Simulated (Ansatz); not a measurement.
# Hf2S: the cost of one run

Program: Ansatz 0.2.0. Level of theory: DFT PBEsol, scalar-relativistic, plane waves, PAW. These are calculated values, not measurements.

1 further run of the same task is left out (set aside as unsound or not needed).

**1. Starting point**

The structure is hexagonal, space group P6_3/mmc (No. 194). Conventional cell: a = 3.347 Å, b = 3.347 Å, c = 11.664 Å, α = 90.00°, β = 90.00°, γ = 120.00°. Hf (site symmetry 3m) is surrounded by 3 S at 2.60 Å. S (site symmetry -6m2) has 6 Hf at 2.60 Å as nearest neighbours.

As a file:

```cif
data_structure
_symmetry_space_group_name_H-M 'P6_3/mmc'
_symmetry_Int_Tables_number 194
_cell_length_a 3.3465
_cell_length_b 3.3465
_cell_length_c 11.6642
_cell_angle_alpha 90.000
_cell_angle_beta 90.000
_cell_angle_gamma 120.000
_cell_volume 113.13
loop_
_atom_site_label
_atom_site_type_symbol
_atom_site_symmetry_multiplicity
_atom_site_Wyckoff_symbol
_atom_site_fract_x
_atom_site_fract_y
_atom_site_fract_z
_atom_site_occupancy
Hf1 Hf 4 f 0.66667 0.33333 0.89862 1
S1 S 2 b 0.00000 0.00000 0.75000 1
```

It goes back to an entry of the Materials Project, which need not be the stable form.

This cell was relaxed beforehand with the same method: volume 18.85 Å³/atom, gap on the mesh none (metal).

**2. The undisturbed cell**

File input.yaml:

```yaml
crystal:
  lattice:
    - [3.346531025, 0.0, 0.0]
    - [-1.6732655125, 2.8981808822, 0.0]
    - [0.0, 0.0, 11.6642358415]
  atoms:
    - { symbol: Hf, position: [0.6666666667, 0.3333333333, 0.8986176336] }
    - { symbol: Hf, position: [0.3333333333, 0.6666666667, 0.3986176336] }
    - { symbol: Hf, position: [0.6666666667, 0.3333333333, 0.6013823664] }
    - { symbol: Hf, position: [0.3333333333, 0.6666666667, 0.1013823664] }
    - { symbol: S, position: [0.0, 0.0, 0.75] }
    - { symbol: S, position: [0.0, 0.0, 0.25] }
basis:
  ecutwfc: 420
kpoints:
  mp_grid: { grid: [18, 18, 4] }
hamiltonian:
  xc: pbesol
scf:
  occupations: { method: gaussian, width: 0.15 }
output:
  forces: true
  stress: true
  eigenvalues: true
  write_density: true
  write_potential: true
  elf: true
  volumetric_format: npy
```

Launch:

```console
ansatz run input.yaml --threads 1 --pin off --max-ram 2560MiB --backend cpu --events-out ev --progress --plain --runs-dir out
```

**Question.** How long does this run take on 1 thread of Arm Neoverse N1, shared host, and how much memory does it need?

About 1.8 min, with a peak of 0.79 GiB.
